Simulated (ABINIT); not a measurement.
Fe:

```
CELL_PARAMETERS angstrom
-1.44300 1.44300 1.44300
1.44300 -1.44300 1.44300
1.44300 1.44300 -1.44300
ATOMIC_POSITIONS crystal
Fe 0.00000 0.00000 0.00000
```

Base run:

```yaml
Program: ABINIT 10.8.3 (patched build)
Functional: WC
Potentials_or_basis: JTH PAW PBE v2.0
Cutoff: 844 eV
k_mesh: 13 × 13 × 13
Occupations: fermi-dirac, width 0.05 eV
Spin: collinear spin, ferromagnetic start
Starting_moments: "[3.0] μB"
```

Its results: band gap on the k mesh none (metal or under the smearing width); pressure -18.6 GPa; net moment 2.22 μB per cell; site moments Fe +2.27 μB.

Q: The run is repeated on the same cell with these changes: functional from WC to PBE. What comes out?

A: Band gap on the k mesh none (metal or under the smearing width); pressure -10.6 GPa; net moment 2.26 μB per cell; site moments Fe +2.32 μB.

PBE binds less tightly than WC, so the same cell stands under more pressure.

Caveats: the PAW data sets were made with another functional, which shifts forces and pressure a little (some runs).

Not every run made on this cell is shown here.
